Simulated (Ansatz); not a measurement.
Input of an Ansatz 0.2.0 run:

Contents of input.yaml:

```yaml
crystal:
  lattice:
    - [0.0, 2.3, 2.3]
    - [2.3, 0.0, 2.3]
    - [2.3, 2.3, 0.0]
  atoms:
    - { symbol: Zr, position: [0.5, 0.5, 0.5] }
    - { symbol: "N", position: [0.0, 0.0, 0.0] }
kpoints:
  mp_grid: { grid: [10, 10, 10] }
  band_path:
    path:
      - [0.0, 0.0, 0.0]
      - [0.5, 0.0, 0.5]
      - [0.5, 0.25, 0.75]
      - [0.375, 0.375, 0.75]
      - [0.0, 0.0, 0.0]
      - [0.5, 0.5, 0.5]
      - [0.625, 0.25, 0.625]
      - [0.5, 0.25, 0.75]
    npoints: 10
scf:
  occupations: { method: fermi_dirac, width: 0.05 }
hamiltonian:
  xc: revpbe
  pseudopotentials: { kind: all_electron, lapw: { basis_error: 0.001 } }
output:
  forces: true
  stress: true
  eigenvalues: true
```

Potentials or basis: all-electron LAPW, scalar-relativistic.

The run is started by

```sh
$ ansatz run input.yaml --threads 1 --pin off --max-ram 3072MiB --backend cpu --events-out ev --progress --plain --runs-dir out
```

Problem. What does it give for the band gap along the path?

Solution. None (metal or under the smearing width).

Problem. What does it give for the pressure?

Solution. 1.9 GPa.

Levels at the corners of the path, in eV from the Fermi level:
```csv
point,band 16,band 17,band 18,band 19,band 20,band 21,band 22,band 23
Γ,-2.69,-2.69,-2.69,-0.43,-0.43,-0.43,1.52,1.52
X,-4.62,-3.47,-3.21,-3.21,3.28,4.42,4.42,4.79
W,-5.44,-4.78,-4.78,0.97,0.97,4.43,4.48,5.80
K,-5.52,-4.79,-4.48,-0.74,3.32,3.58,5.02,5.62
Γ,-2.69,-2.69,-2.69,-0.43,-0.43,-0.43,1.52,1.52
L,-7.65,-5.69,-5.69,2.94,3.00,3.00,4.66,7.57
U,-5.52,-4.79,-4.48,-0.74,3.32,3.58,5.02,5.62
W,-5.44,-4.78,-4.78,0.97,0.97,4.43,4.48,5.80
```
